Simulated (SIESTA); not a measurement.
**TePb under changes of volume**

One of the cells (33.730 Å³/atom); the others are scaled copies at fixed shape and fractional positions:

```
Pb Te
1.0
     0.00000    3.23100    3.23100
     3.23100    0.00000    3.23100
     3.23100    3.23100    0.00000
Pb Te
1 1
Direct
  0.00000 0.00000 0.00000
  0.50000 0.50000 0.50000
```

| Property | Result |
| --- | --- |
| Program | SIESTA 5.4.2 |
| Functional | PBEsol |
| Potentials or basis | PseudoDojo 0.4 standard (PBEsol files) |
| Basis | DZP (energy shift 0.003 Ry; two zetas on semicore shells) |
| Grid cutoff | 500 Ry |
| Energy shift | 0.003 Ry |
| k mesh | 7 × 7 × 7 |
| Occupations | fermi-dirac, width 0.05 eV |
| Spin | no spin polarisation |

| volume (Å³/atom) | energy over the lowest point (meV/atom) | pressure (GPa) |
| --- | --- | --- |
| 31.706 | ? | ? |
| 32.380 | 8.07 | 2.2 |
| 33.055 | 1.33 | 1.1 |
| 33.730 | 0.00 | 0.1 |
| 34.404 | 1.47 | -0.8 |
| 35.079 | 6.29 | -1.5 |
| 35.753 | 14.16 | -2.2 |

Task: What does the run at 31.706 Å³/atom give?

Result: Energy over the lowest point 19.70 meV/atom; pressure 3.4 GPa.

Worked out: A Birch-Murnaghan fit of order 3 (a polynomial in V^(-2/3)) to the other rows has its minimum at 33.72 Å³/atom with B0 = V·E''(V) = 44 GPa and B' = 7.2. It gives 19.50 meV/atom at 31.706 Å³/atom, against the run's 19.70, and -dE/dV = 3.4 GPa, against 3.4.

Energies are extrapolated to zero smearing.

Caveats: the basis of atomic orbitals isn't converged, which shifts pressures, moduli and gaps.
